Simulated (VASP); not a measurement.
A run of VASP 6.6.1 is set up as follows.

The input INCAR:

```
SYSTEM = ZrS2
  PREC = Accurate
  ENCUT = 520
  EDIFF = 1E-6
  ISMEAR = 0
  SIGMA = 0.05
  LREAL = .FALSE.
  LASPH = .TRUE.
  NELM = 100
  ALGO = Fast
  ISIF = 2
  LWAVE = .FALSE.
  LCHARG = .FALSE.
  LDIPOL = .TRUE.
  IDIPOL = 3
  DIPOL = 0.5 0.5 0.500
  GGA = PS
  NBANDS = 60
```

The input KPOINTS:

```
regular mesh
0
G
  7 5 1
  0 0 0
```

The input POSCAR:

```
ZrS2
1.0
    3.6278318689      0.0000000000      0.0000000000
    0.0000000000      5.8856979426      0.0000000000
    0.0000000000      0.0000000000     26.5199133834
Zr S
4 8
Direct
    0.5000000000      0.0000000000      0.2828063535
    0.0000000000      0.0000000000      0.4012756152
    0.5000000000      0.0000000000      0.5197448770
    0.0000000000      0.0000000000      0.6382141387
    0.0000000000      0.7531845502      0.3222961074
    0.5000000000      0.2468154498      0.3617858613
    0.5000000000      0.7531845502      0.4407653691
    0.0000000000      0.2468154498      0.4802551230
    0.0000000000      0.7531845502      0.5592346309
    0.5000000000      0.2468154498      0.5987243848
    0.5000000000      0.7531845502      0.6777038926
    0.0000000000      0.2468154498      0.7171936465
```

Potentials or basis: VASP PAW PBE potentials, release 64 (Zr_sv, S).

Command:

```sh
$ cat potpaw_PBE.64/Zr_sv/POTCAR potpaw_PBE.64/S/POTCAR > POTCAR
$ mpirun -np 1 vasp_std > vasp.out
```

Problem. Estimate the band gap on the k mesh.

Solution. None (metal or under the smearing width).

Problem. Estimate the largest force.

Solution. 2.301 eV/Å.

Forces on the atoms (eV/Å):
```
Zr   0.000  0.177  2.294
Zr   0.000 -0.331  1.295
Zr   0.000 -0.030  1.053
Zr   0.000 -0.159  1.470
S    0.000  0.208 -1.167
S    0.000 -0.041 -1.638
S    0.000 -0.058 -0.609
S    0.000  0.098 -0.613
S    0.000 -0.126 -0.616
S    0.000  0.173 -0.596
S    0.000  0.598 -0.104
S    0.000 -0.508 -0.769
```

Caveat: the PAW data sets were made with another functional, which shifts forces and pressure a little.
